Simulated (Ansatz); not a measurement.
## GaAs: changing the share of exact exchange

The structure is cubic, space group F-43m (No. 216). The conventional cell has a = 5.654 Å, b = 5.654 Å, c = 5.654 Å, α = 90.00°, β = 90.00°, γ = 90.00°. Around As (site symmetry -43m) lie 4 Ga at 2.45 Å. Around Ga (site symmetry -43m) lie 4 As at 2.45 Å.

Kept alike: task single point; k mesh 5 × 5 × 5; occupations fermi-dirac, width 0.05 eV; no spin polarisation. Program: Ansatz, Ansatz PAW, cutoff 420 eV. The mesh is that of the run's cell of 2 atoms. No spin-orbit coupling.

| run | pressure (GPa) |
| --- | --- |
| A | -1.06 |
| B | 2.34 |
| C | 0.98 |
| D | 3.31 |
| E | 1.88 |
| F | 0.13 |

Pressure is positive in compression, with a Pulay correction for the finite cutoff. All rows use potentials made for PBE. The mesh is thin for exact exchange.

Q: The runs differ in the share of exact exchange alone: 0; 0.1; 0.15; 0.25; 0.35; 0.5. Which run is which?

A: Run A is 0.5; run B is 0.1; run C is 0.25; run D is 0; run E is 0.15; run F is 0.35. The pressure falls from 3.31 to -1.06 GPa between 0 and 0.5. Exact exchange shortens the bonds here, so the pressure at fixed cell falls.
